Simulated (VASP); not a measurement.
# Pb (P6_3/mmc) in VASP: further runs

Runs on Pb. Level: PBEsol. Tasks: single point.

Everything below comes from runs of VASP 6.6.1. Logs are shortened: lines on timing, memory, paths and dates and some standing lists are left out, and cuts for length are marked.

## (1) The structure

It takes space group P6_3/mmc (No. 194, hexagonal). Conventional cell: a = 3.480 Å, b = 3.480 Å, c = 5.590 Å, α = 90.00°, β = 90.00°, γ = 120.00°. Pb (site symmetry -6m2) has 12 Pb at 3.44 to 3.48 Å as nearest neighbours.

This isn't the form of Pb at room conditions, which is fcc.

## (2) Single point, PBEsol

The input, INCAR:

```
PREC = Accurate
ENCUT = 400
EDIFF = 1E-6
ISMEAR = -1
SIGMA = 0.2
LREAL = False
LASPH = True
NELM = 100
ALGO = Normal
ISIF = 2
LWAVE = False
LCHARG = False
GGA = PS
ADDGRID = False
```

The input, KPOINTS:

```
regular mesh
0
Gamma
  19 19 10
```

The input, POSCAR:

```
Pb
1.0
    3.4800000000      0.0000000000      0.0000000000
   -1.7400000000      3.0137684052      0.0000000000
    0.0000000000      0.0000000000      5.5900000000
Pb
2
Direct
    0.6666666667      0.3333333333      0.7500000000
    0.3333333333      0.6666666667      0.2500000000
```

Potentials or basis: VASP PAW PBE potentials, release 64 (Pb_d).

Started as:

```sh
$ cat potpaw_PBE.64/Pb_d/POTCAR > POTCAR
$ mpirun -np 1 vasp_std > vasp.out
```

OUTCAR:

```text
PREC = Accurate
   ENCUT = 400
   EDIFF = 1E-6
   ISMEAR = -1
   LREAL = False
   LASPH = True
   NELM = 100
   ISIF = 2
   GGA = PS

 Found    240 irreducible k-points:

 Following reciprocal coordinates:
            Coordinates               Weight
  0.000000  0.000000  0.000000      1.000000
  0.052632  0.000000  0.000000      6.000000
  0.105263  0.000000  0.000000      6.000000
  0.157895  0.000000  0.000000      6.000000
  0.210526 -0.000000  0.000000      6.000000
  0.263158  0.000000  0.000000      6.000000
   k-points           NKPTS =    240   k-points in BZ     NKDIM =    240   number of bands    NBANDS=     18
   number of dos      NEDOS =    301   number of ions     NIONS =      2
   total plane-waves  NPLWV =  20736
   dimension x,y,z NGX =    24 NGY =   24 NGZ =   36
   dimension x,y,z NGXF=    48 NGYF=   48 NGZF=   72
   ions per type =               2
   NGX,Y,Z   is equivalent  to a cutoff of  11.47, 11.47, 10.71 a.u.
   NGXF,Y,Z  is equivalent  to a cutoff of  22.93, 22.93, 21.41 a.u.
 SYSTEM =  unknown system
   PREC   = accura    normal or accurate (medium, high low for compatibility)
   ISTART =      0    job   : 0-new  1-cont  2-samecut
   ICHARG =      2    charge: 1-file 2-atom 10-const
   ISPIN  =      1    spin polarized calculation?
   LNONCOLLINEAR =      F non collinear calculations
   LSORBIT =      F    spin-orbit coupling
   LASPH  =      T    aspherical Exc in radial PAW
   ENCUT  =  400.0 eV  29.40 Ry    5.42 a.u.   5.67  5.67  9.12*2*pi/ulx,y,z
   NELM   =    100;   NELMIN=  2; NELMDL= -5     # of ELM steps
   EDIFF  = 0.1E-05   stopping-criterion for ELM
   LREAL  =      F    real-space projection
   EDIFFG = 0.1E-04   stopping-criterion for IOM
   NSW    =      0    number of steps for IOM
   IBRION =     -1    ionic relax: 0-MD 1-quasi-New 2-CG
   NFREE  =      0    steps in history (QN), initial steepest desc. (CG)
   ISIF   =      2    stress and relaxation
   ISYM   =      2    0-nonsym 1-usesym 2-fastsym
   POTIM  = 0.5000    time-step for ionic-motion
   TEBEG  =    0.0;   TEEND  =   0.0 temperature during run
   PSTRESS=    0.0 pullay stress
   NELECT =      28.0000    total number of electrons
   NUPDOWN=      -1.0000    fix difference up-down
   EMIN   =  10.00;   EMAX   =-10.00  energy-range for DOS
   EFERMI =   0.00;   METHOD = LEGACY
   ISMEAR =    -1;   SIGMA  =   0.20  broadening in eV -4-tet -1-fermi 0-gaus
   EFERMI_NEDOS =   21; number of points for ismear=-14 and -15
   IALGO  =     38    algorithm
   IMIX   =      4    mixing-type and parameters
     AMIX     =   0.40;   BMIX     =  1.00
     AMIX_MAG =   1.60;   BMIX_MAG =  1.00
  volume/ion in A,a.u.               =      29.31       197.82
  Fermi-wavevector in a.u.,A,eV,Ry     =   1.279658  2.418203 22.279870  1.637524
  Thomas-Fermi vector in A             =   2.412131
   LORBIT       =      0    0 simple, 1 ext, 2 COOP (PROOUT), +10 PAW based schemes
   GGA     = PS    functional components
   LHFCALC =     F    Hartree Fock is set to
   AEXX    =    0.0000 exact exchange contribution
   IVDW    =     0    specifies the selected vdW correction
   LEPSILON=     F    determine dielectric tensor
   LRPA    =     F    only Hartree local field effects (RPA)
 non-spin polarized calculation
  energy-cutoff  :      400.00
  volume of cell :       58.63
 maximum number of plane-waves:      1093
 NGX is ok and might be reduce to    24
   NGX = 11   NGY = 11   NGZ = 19

 number of electron      27.9999993 magnetization

 Free energy of the ion-electron system (eV)
  ---------------------------------------------------
  ext. energy  EPLUGINS =         0.00000000
  ---------------------------------------------------
  free energy    TOTEN  =        -8.03514356 eV

  energy without entropy =       -7.89321101  energy(sigma->0) =       -7.96417729

 E-fermi :   7.4434     XC(G=0): -10.5064

 val. band max:        7.4426586246   @ k =   0.3684   0.0526   0.2000
 cond. band min:       7.4506809024   @ k =   0.3158   0.2105   0.5000
 fundamental gap:      0.0080222778
 Fermi energy:         7.4433618131

 k-point     1 :       0.0000    0.0000    0.0000
  band No.  band energies     occupation
      1      -9.5726      2.00000
      2      -9.5225      2.00000
      3      -9.5081      2.00000
      4      -9.5081      2.00000
      5      -9.4829      2.00000
      6      -9.4829      2.00000
[... 10 lines left out ...]
     17      14.9480      0.00000
     18      15.6174      0.00000

 k-point     2 :       0.0526    0.0000    0.0000
  band No.  band energies     occupation
      1      -9.5698      2.00000
      2      -9.5291      2.00000
      3      -9.5011      2.00000
      4      -9.4990      2.00000
      5      -9.4816      2.00000
      6      -9.4761      2.00000
[... 10 lines left out ...]
     17      15.0596      0.00000
     18      15.5642      0.00000

 k-point     3 :       0.1053    0.0000    0.0000
  band No.  band energies     occupation
      1      -9.5693      2.00000
      2      -9.5330      2.00000
      3      -9.4861      2.00000
      4      -9.4806      2.00000
      5      -9.4721      2.00000
      6      -9.4564      2.00000
[... 10 lines left out ...]
     17      15.1754      0.00000
     18      15.3361      0.00000

 k-point     4 :       0.1579    0.0000    0.0000
  band No.  band energies     occupation
      1      -9.5839      2.00000
      2      -9.5217      2.00000
      3      -9.4832      2.00000
      4      -9.4709      2.00000
      5      -9.4646      2.00000
      6      -9.4490      2.00000
[... 10 lines left out ...]
     17      14.7900      0.00000
     18      15.0650      0.00000

 k-point     5 :       0.2105   -0.0000    0.0000
  band No.  band energies     occupation
      1      -9.6065      2.00000
      2      -9.5115      2.00000
      3      -9.4924      2.00000
      4      -9.4788      2.00000
      5      -9.4745      2.00000
      6      -9.4096      2.00000
[... 10 lines left out ...]
     17      13.9304      0.00000
     18      14.7619      0.00000

 k-point     6 :       0.2632    0.0000    0.0000
  band No.  band energies     occupation
      1      -9.6308      2.00000
      2      -9.5174      2.00000
      3      -9.5138      2.00000
      4      -9.4936      2.00000
      5      -9.4533      2.00000
      6      -9.3665      2.00000
[... 10 lines left out ...]
     17      12.9156      0.00000
     18      14.3710      0.00000

 [... further k-points ...]

------------------------ aborting loop because EDIFF is reached ----------------------------------------

  FORCE on cell =-STRESS in cart. coord.  units (eV):
  Direction    XX          YY          ZZ          XY          YZ          ZX
  --------------------------------------------------------------------------------------
  -------------------------------------------------------------------------------------
  Total        0.1979348      0.1979348      0.7887554     -0.0000000      0.0000000      0.0000000
  in kB        5.4091859      5.4091859     21.5551968     -0.0000000      0.0000000      0.0000000
  external PRESSURE =      10.7911895 kB  Pullay stress =       0.0000000 kB

 VOLUME and BASIS-vectors are now :
 -----------------------------------------------------------------------------
  energy-cutoff  :      400.00
  volume of cell :       58.63
      direct lattice vectors                 reciprocal lattice vectors
     3.480000000  0.000000000  0.000000000     0.287356322  0.165905250  0.000000000
    -1.740000000  3.013768405  0.000000000     0.000000000  0.331810500  0.000000000
     0.000000000  0.000000000  5.590000000     0.000000000  0.000000000  0.178890877

 POSITION                                       TOTAL-FORCE (eV/Angst)
 -----------------------------------------------------------------------------------
      1.74000      1.00459      4.19250         0.000000     -0.000000      0.000000
     -0.00000      2.00918      1.39750        -0.000000      0.000000      0.000000
 -----------------------------------------------------------------------------------
    total drift:                               -0.000000      0.000000      0.000000

  FREE ENERGIE OF THE ION-ELECTRON SYSTEM (eV)
  ---------------------------------------------------
  free  energy   TOTEN  =        -8.0351435645 eV

  energy  without entropy=       -7.8932110144  energy(sigma->0) =       -7.96417729
```

OSZICAR:

```text
N       E                     dE             d eps       ncg     rms          rms(c)
DAV:   1     0.262398702323E+03    0.26240E+03   -0.12822E+04  8656   0.162E+03
DAV:   2     0.927574635914E+01   -0.25312E+03   -0.24986E+03  8666   0.410E+02
DAV:   3    -0.760329144733E+01   -0.16879E+02   -0.16682E+02 10622   0.136E+02
DAV:   4    -0.805445070217E+01   -0.45116E+00   -0.45014E+00 10212   0.262E+01
DAV:   5    -0.807302944932E+01   -0.18579E-01   -0.18573E-01 10700   0.449E+00    0.869E-01
DAV:   6    -0.804331158915E+01    0.29718E-01   -0.54358E-02 11268   0.358E+00    0.405E-01
DAV:   7    -0.803567259745E+01    0.76390E-02   -0.20886E-02 11264   0.211E+00    0.129E-01
DAV:   8    -0.803514534057E+01    0.52726E-03   -0.96843E-04 11202   0.505E-01    0.121E-02
DAV:   9    -0.803514408309E+01    0.12575E-05   -0.30934E-05 11182   0.918E-02    0.598E-03
DAV:  10    -0.803514356446E+01    0.51863E-06   -0.15179E-06  6894   0.149E-02
   1 F= -.80351436E+01 E0= -.79641773E+01  d E =-.141933E+00
```

stdout:

```text
POSCAR found type information on POSCAR Pb
 POSCAR found :  1 types and       2 ions
 scaLAPACK will be used
 -----------------------------------------------------------------------------
|                                                                             |
|                                                                             |
|     You enforced a specific xc type in the INCAR file but a different       |
|     I HOPE YOU KNOW WHAT YOU ARE DOING!                                     |
|                                                                             |
 -----------------------------------------------------------------------------

 LDA part: xc-table for (Slater+PW92), standard interpolation
 POSCAR, INCAR and KPOINTS ok, starting setup
 FFT: planning ... GRIDC
 FFT: planning ... GRID_SOFT
 FFT: planning ... GRID
 WAVECAR not read
 entering main loop
```

Wall time 33 s (1 thread of Intel Xeon 6975P-C (Granite Rapids), shared host); peak memory 0.26 GiB.

The run converged, but some of its settings lie outside the range that counts as converged, so its numbers aren't taken as properties of the crystal.

What came out:

```
Free energy            : -8.0351 eV
Pressure               : 1.1 GPa
Band gap on the k mesh : none (metal or under the smearing width)
```

Caveat: the PAW data sets were made with another functional, which shifts forces and pressure a little.

(Continued in part 2 of 2.)
